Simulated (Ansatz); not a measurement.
# GaN (P6_3mc): a vacancy on Ga

One table from this session's results is given with a row withheld; the runs are named, their logs left out.

Program: Ansatz 0.2.0. Level of theory: DFT PBE, scalar-relativistic, plane waves, PAW. These are calculated values, not measurements.

3 further runs of the same task are left out: 3 set aside as unsound or not needed.

## The starting structure

The cell holds 35 atoms (Ga17N18): a = 7.653 Å, b = 7.653 Å, c = 7.653 Å, α = 78.22°, β = 78.22°, γ = 78.22°.

The coordinates of this cell stand in the input of its own run.

The host was relaxed before at PBE: a = 3.218 Å, b = 3.218 Å, c = 5.243 Å, α = 90.00°, β = 90.00°, γ = 120.00° (conventional cell), 11.758 Å³/atom.

Places, in fractions of the supercell: a vacancy on Ga at (0.389, 0.389, 0.722). Its neighbours start displaced at random by about 0.03 Å.

The first run:

input.yaml

```yaml
crystal:
  lattice:
    - [3.2183571346, 0.0, 0.0]
    - [-1.6091785673, 2.787179037, 0.0]
    - [0.0, 0.0, 5.2431089459]
  atoms:
    - { symbol: Ga, position: [0.6666666667, 0.3333333333, 0.4991348446] }
    - { symbol: Ga, position: [0.3333333333, 0.6666666667, 0.9991348446] }
    - { symbol: "N", position: [0.6666666667, 0.3333333333, 0.8758651554] }
    - { symbol: "N", position: [0.3333333333, 0.6666666667, 0.3758651554] }
basis:
  ecutwfc: 420
  xc_grid: 2
kpoints:
  mp_grid: { grid: [9, 9, 6] }
  band_path: { path: [VBM, CBM], npoints: 2 }
hamiltonian:
  xc: pbe
scf:
  occupations: { method: gaussian, width: 0.02 }
output:
  forces: true
  stress: true
  eigenvalues: true
```

Command:

```bash
ansatz run input.yaml --threads 8 --pin off --max-ram 16384MiB --backend cpu --events-out ev --progress --plain --runs-dir out
```

Steps of the session up to this table: Band edges of the host over the zone; Dielectric tensors of the host, without U; The perfect crystal in the supercell of 36 atoms; Charge 0, atoms relaxed; Charge -1, atoms relaxed; Charge -3, atoms relaxed; More of the same log: V_Ga, charge -3, atoms relaxed at the host's cell.

One of the session's tables, all rows but one given; the rest of the session is left out.

It belongs to the step «The neighbours». 

| state | cell moment (μB) |
| --- | --- |
| ideal sites | 0.00 |
| charge 0 | ? |
| charge -1 | 2.00 |
| charge -3 | 0.00 |

**Question.** Estimate the row for charge 0.

As computed: cell moment (μB): 3.00. In the column «cell moment (μB)» it is the highest.

To keep in mind: The program doubts the potential alignment. Warnings in the runs' records: seeded moment not kept, field response mesh resolution.
